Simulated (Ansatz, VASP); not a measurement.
## Two plane-wave programs on Mg12O (a cell with a defect)

```
Mg O
1.0
     6.42000    0.00000    0.00000
    -4.81500    8.33982    0.00000
     0.00000    0.00000    5.21304
Mg O
12 1
Direct
  0.99978 0.99992 0.00161
  0.16287 0.21645 0.52053
  0.99824 0.33998 0.00295
  0.16260 0.55348 0.48711
  0.99467 0.65974 0.99894
  0.17435 0.89762 0.50339
  0.49221 0.99156 0.99578
  0.67349 0.23036 0.49884
  0.50559 0.33681 0.01088
  0.66965 0.54992 0.49485
  0.50557 0.67338 0.97827
  0.66767 0.88891 0.49681
  0.83447 0.44520 0.24888
```

Alike in both runs: functional PBEsol; k mesh 2 × 2 × 2; occupations fermi-dirac, width 0.05 eV; no spin polarisation.

Ansatz relaxed the structure, and its values are those at the end. VASP's run is a single point on that final structure, the one shown.

|  | VASP | Ansatz |
| --- | --- | --- |
| version | VASP 6.6.1 | Ansatz 0.2.0 |
| potentials or method | VASP PAW PBE potentials, release 64 (Mg, O) | scalar-relativistic, plane waves, PAW |
| plane-wave cutoff (eV) | 520 | 420 |
| valence electrons in the cell | 30 | 126 |

Ansatz gave:

```
rms of the force components (eV/Å) : 0.007
```

Q: Estimate VASP's values.

A: rms of the force components (eV/Å): 0.009.

The functional is the same, so the differences come from potentials, cutoffs and numerics. The two sets of potentials don't hold the same shells in valence.

Caveats: the k mesh is coarse (spacing up to 0.60 Å⁻¹), so the values aren't converged; the PAW data sets were made with another functional, which shifts forces and pressure a little (VASP).
